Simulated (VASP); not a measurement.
**VASP 6.6.1 run: MgO**

INCAR

```
IBRION = -1
ENCUT = 520
ALGO = Normal
NELM = 120
PREC = Accurate
LWAVE = .FALSE.
EDIFF = 1E-7
LREAL = .FALSE.
ISMEAR = 0
NSW = 0
LASPH = .TRUE.
SIGMA = 0.01
NBANDS = 16
ISIF = 2
METAGGA = RTPSS
LCHARG = .FALSE.
```

KPOINTS

```
KPOINTS created by Atomic Simulation Environment
0
Gamma
10 10 10
0 0 0
```

POSCAR

```
Mg O
 1.0000000000000000
     0.0000000000000000    2.0391023929999998    2.0391023929999998
     2.0391023929999998    0.0000000000000000    2.0391023929999998
     2.0391023929999998    2.0391023929999998    0.0000000000000000
 Mg  O
   1   1
Cartesian
  0.0000000000000000  0.0000000000000000  0.0000000000000000
  2.0391023929999998  2.0391023929999998  2.0391023929999998
```

The recommended PBE PAW datasets give the neutral cell 8 valence electrons.

Command

```
mpirun -np 1 vasp_std
```

OSZICAR

```
N       E                     dE             d eps       ncg     rms          rms(c)
DAV:   1     0.487268855109E+02    0.48727E+02   -0.45427E+03  1536   0.507E+02
DAV:   2     0.491164620161E+00   -0.48236E+02   -0.46220E+02  2208   0.172E+02
DAV:   3    -0.139201079508E+01   -0.18832E+01   -0.18808E+01  2136   0.287E+01
DAV:   4    -0.140711823322E+01   -0.15107E-01   -0.15107E-01  2248   0.326E+00
DAV:   5    -0.140719855801E+01   -0.80325E-04   -0.80324E-04  2248   0.184E-01    0.712E+00
DAV:   6    -0.164718925022E+02   -0.15065E+02   -0.70403E+01  1504   0.674E+01    0.842E+00
DAV:   7    -0.156733486268E+02    0.79854E+00   -0.79311E-01  1928   0.598E+00    0.626E+00
DAV:   8    -0.149256542145E+02    0.74769E+00   -0.55669E+00  1664   0.101E+01    0.112E+00
DAV:   9    -0.149653398154E+02   -0.39686E-01   -0.14017E-01  1752   0.229E+00    0.381E-01
DAV:  10    -0.149761672236E+02   -0.10827E-01   -0.98251E-03  1576   0.593E-01    0.366E-01
DAV:  11    -0.149730073322E+02    0.31599E-02   -0.12434E-02  1776   0.475E-01    0.243E-02
DAV:  12    -0.149732682900E+02   -0.26096E-03   -0.27499E-04  1832   0.116E-01    0.181E-02
DAV:  13    -0.149732512155E+02    0.17074E-04   -0.25759E-05  1904   0.242E-02    0.129E-03
DAV:  14    -0.149732503117E+02    0.90380E-06   -0.99116E-07  1864   0.548E-03    0.149E-03
DAV:  15    -0.149732507065E+02   -0.39476E-06   -0.13381E-07  1048   0.190E-03    0.288E-04
DAV:  16    -0.149732509050E+02   -0.19853E-06   -0.84916E-09   832   0.534E-04    0.687E-05
DAV:  17    -0.149732508924E+02    0.12631E-07   -0.20677E-10   792   0.947E-05
   1 F= -.14973251E+02 E0= -.14973251E+02  d E =0.000000E+00
```

Standard output (part)

```
POSCAR found type information on POSCAR MgO
 POSCAR found :  2 types and       2 ions
 LDA part: xc-table for (None), standard interpolation
 POSCAR, INCAR and KPOINTS ok, starting setup
 WAVECAR not read
 entering main loop
```

From OUTCAR

```
k-points           NKPTS =     47   k-points in BZ     NKDIM =     47   number of bands    NBANDS=     16

   NELECT =       8.0000    total number of electrons

   dimension x,y,z NGX =    24 NGY =   24 NGZ =   24
   dimension x,y,z NGXF=    48 NGYF=   48 NGZF=   48

  energy-cutoff  :      520.00
  volume of cell :       16.96
      direct lattice vectors                 reciprocal lattice vectors
     0.000000000  2.039102393  2.039102393    -0.245205931  0.245205931  0.245205931
     2.039102393  0.000000000  2.039102393     0.245205931 -0.245205931  0.245205931
     2.039102393  2.039102393  0.000000000     0.245205931  0.245205931 -0.245205931

 k-points in reciprocal lattice and weights: KPOINTS created by Atomic Simulation Env
   0.00000000  0.00000000  0.00000000       0.001
   0.10000000  0.00000000  0.00000000       0.008
   0.20000000  0.00000000  0.00000000       0.008
   0.30000000  0.00000000  0.00000000       0.008
   0.40000000  0.00000000  0.00000000       0.008
   0.50000000  0.00000000  0.00000000       0.004
   0.10000000  0.10000000  0.00000000       0.006
   0.20000000  0.10000000  0.00000000       0.024
   ...

 E-fermi :   4.0279

 k-point     1 :       0.0000    0.0000    0.0000
  band No.  band energies     occupation
      1     -14.6452      2.00000
      2       3.8189      2.00000
      3       3.8189      2.00000
      4       3.8189      2.00000
      5       9.5900      0.00000
      6      20.4425      0.00000
      7      20.4425      0.00000
      8      20.4425      0.00000
      9      24.1102      0.00000
     10      26.9046      0.00000
     11      26.9046      0.00000
     12      30.6071      0.00000
     13      30.6071      0.00000
     14      30.6071      0.00000
     15      45.7242      0.00000
     16      45.7242      0.00000

 k-point     2 :       0.1000    0.0000    0.0000
  band No.  band energies     occupation
      1     -14.5215      2.00000
      2       3.1220      2.00000
      3       3.7367      2.00000
      4       3.7367      2.00000
      5      10.2322      0.00000
      6      19.0394      0.00000
      7      20.7270      0.00000
      8      20.7270      0.00000
      9      26.1004      0.00000
     10      26.2529      0.00000
     11      26.2529      0.00000
     12      30.4856      0.00000
     13      31.7315      0.00000
     14      31.7315      0.00000
     15      44.0289      0.00000
     16      45.5575      0.00000

 k-point     3 :       0.2000    0.0000    0.0000
  band No.  band energies     occupation
      1     -14.1797      2.00000
      2       1.6617      2.00000
      3       3.5290      2.00000
      4       3.5290      2.00000
      5      11.4409      0.00000
      6      17.5197      0.00000
      7      21.3641      0.00000
      8      21.3641      0.00000
      9      25.5399      0.00000
     10      25.5399      0.00000
     11      27.8976      0.00000
     12      31.7161      0.00000
     13      33.9048      0.00000
     14      33.9048      0.00000
     15      41.9285      0.00000
     16      44.7020      0.00000

 ...

  Total        2.2597021      2.2597021      2.2597021      0.0000000     -0.0000000     -0.0000000
  in kB      213.5082541    213.5082541    213.5082541      0.0000000     -0.0000000     -0.0000000
  external PRESSURE =     213.5082541 kB  Pullay stress =       0.0000000 kB

 POSITION                                       TOTAL-FORCE (eV/Angst)
 -----------------------------------------------------------------------------------
      0.00000      0.00000      0.00000        -0.000000     -0.000000     -0.000000
      2.03910      2.03910      2.03910         0.000000      0.000000      0.000000
 -----------------------------------------------------------------------------------
    total drift:                                0.000000     -0.000000      0.000000

  FREE ENERGIE OF THE ION-ELECTRON SYSTEM (eV)
  ---------------------------------------------------
  free  energy   TOTEN  =       -14.9732508924 eV

  energy  without entropy=      -14.9732508924  energy(sigma->0) =      -14.97325089
```

It converged. Results: gap between bands v and c on the k mesh 5.77 eV; least direct gap on the k mesh 5.77 eV; pressure 21.4 GPa. Band v is the last that the valence electrons fill when counted band by band, and c is the next.

For comparison, a separate r²SCAN run of the intended cell, on usual settings and not on those above, gives a gap of 6.65 eV on its mesh and a pressure of 17.2 GPa.

The run above took about 64 s on one core of a shared host (Intel Xeon Platinum 8488C) and held 0.15 GiB at most.
